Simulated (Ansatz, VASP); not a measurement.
**One calculation of Al, two programs**

```
CELL_PARAMETERS angstrom
2.84838 0.00000 0.00000
-1.42419 2.46677 0.00000
0.00000 0.00000 4.72725
ATOMIC_POSITIONS crystal
Al 0.33333 0.66667 0.75000
Al 0.66667 0.33333 0.25000
```

The cell was built by a generator and needn't be a form met in nature.

Alike in both runs: functional PBE; k mesh 16 × 16 × 10; occupations gaussian, width 0.05 eV; non-collinear spin, spin-orbit coupling.

Ansatz relaxed the structure, and its values are those at the end. VASP's run is a single point on that final structure, the one shown.

|  | VASP | Ansatz |
| --- | --- | --- |
| version | VASP 6.6.1 | Ansatz 0.2.0 |
| potentials or method | VASP PAW PBE potentials, release 64 (Al) | plane waves, PAW |
| plane-wave cutoff (eV) | 520 | 420 |
| valence electrons in the cell | 6 | 6 |

```tsv
	VASP	Ansatz	Ansatz less VASP
pressure (GPa)	0.2	0.2	+0.03
net moment per atom (μB)	0.00	0.00	0.000
```
